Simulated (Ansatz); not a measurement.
Crystal: CdF2.

```
Cd F
1.0
     0.00000    2.69400    2.69400
     2.69400    0.00000    2.69400
     2.69400    2.69400    0.00000
Cd F
1 2
Direct
  0.00000 0.00000 0.00000
  0.75000 0.75000 0.75000
  0.25000 0.25000 0.25000
```

Base run:

```yaml
Program: Ansatz 0.2.0
Functional: HSE06
Potentials_or_basis: Ansatz PAW
Cutoff: 420 eV
Density_cutoff: 1680 eV
k_mesh: 5 × 5 × 5
Occupations: fermi-dirac, width 0.05 eV
Spin: no spin polarisation
```

Its results: band gap on the k mesh 5.30 eV, indirect (least direct gap 5.79 eV).

**Question.** The run is repeated on the same cell with these changes: functional from HSE06 to RPBE; k mesh from 5 × 5 × 5 to 9 × 9 × 9. What comes out?

**Answer.** Band gap on the k mesh 3.33 eV, indirect (least direct gap 3.81 eV).

Several settings changed at once, so the effect can't be laid on one alone.

Caveats: the k mesh misses the band edges, so the gap on the mesh is wider than the one along the path (some runs).

Not every run made on this cell is shown here.
